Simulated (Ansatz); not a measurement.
The calculation used DFT PBE, scalar-relativistic, plane waves, PAW in Ansatz 0.2.0. All cells share a 420 eV cutoff and Γ-centred k meshes spaced at most about 0.3 Å⁻¹ (about 0.25 or finer for metals, 2π included). No spin polarisation in the final relaxations.

These are static total energies at zero pressure.

Two relaxed structures of Ge:

A.

```
CELL_PARAMETERS angstrom
2.04523 -3.59188 0.00000
2.04523 3.59188 0.00000
0.00000 0.00000 8.96463
ATOMIC_POSITIONS crystal
Ge 0.00000 0.50000 0.33298
Ge 0.50000 0.00000 0.66702
Ge 0.50000 0.00000 0.16702
Ge 0.00000 0.50000 0.83298
Ge 0.00000 0.00000 0.50000
Ge 0.50000 0.50000 0.00000
```

B.

```
CELL_PARAMETERS angstrom
5.66862 3.27278 1.30002
-5.66862 3.27278 1.30002
0.00000 -6.54556 1.30002
ATOMIC_POSITIONS crystal
Ge 0.80749 0.18358 0.80749
Ge 0.19251 0.19251 0.81642
Ge 0.18358 0.80749 0.80749
Ge 0.81642 0.19251 0.19251
Ge 0.80749 0.80749 0.18358
Ge 0.19251 0.81642 0.19251
```

Question: Which is lower in energy, and by how much?

Answer: B is lower, by 52 meV/atom. A has space group Ccce (No. 68), 22.0 Å³/atom and no gap on its mesh; B has space group R-3m (No. 166), 24.1 Å³/atom and no gap. Counting all near atoms (those within 1.25 times the shortest such distance or 1.15 times the sum of covalent radii), A and B both have Ge 4. The lower one is the more open, so pressure narrows the difference. Both come from invented guesses. A third cell relaxed alike, in Cmcm, lies 94 meV/atom below the lower of the two. The part of the Crystallography Open Database at hand lists Ge in space groups No. 64, 96, 227; no cell shown has one of them.

Cells relaxed within their symmetry can be saddle points.
